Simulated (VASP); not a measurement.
```
BaSnO3
1.0
    4.09402     0.00000     0.00000
    0.00000     4.09402     0.00000
    0.00000     0.00000     4.09402
Ba Sn O
1 1 3
Direct
  0.00000   0.00000   0.00000
  0.50000   0.50000   0.50000
  0.50000   0.00000   0.50000
  0.00000   0.50000   0.50000
  0.50000   0.50000   0.00000
```

The numbers are results of PBEsol GGA, VASP's PBE PAW potentials (set 64) (plane waves; VASP 6.6.1), not measurements. Settings: 520 eV cut-off, 6×6×6 Γ-centred mesh, Gaussian smearing of 0.050 eV, potentials Ba_sv Sn_d O.

### Question
Give the stress tensor in GPa (positive for a compressed cell).

### Answer

```
4.81  0.00  0.00
0.00  4.81  0.00
0.00  0.00  4.81
```
The pressure is its mean diagonal, 4.81 GPa.

The compound is BaSnO3 in the cubic perovskite structure. This cell is one point of a volume scan, at 0.97 of the reference volume.
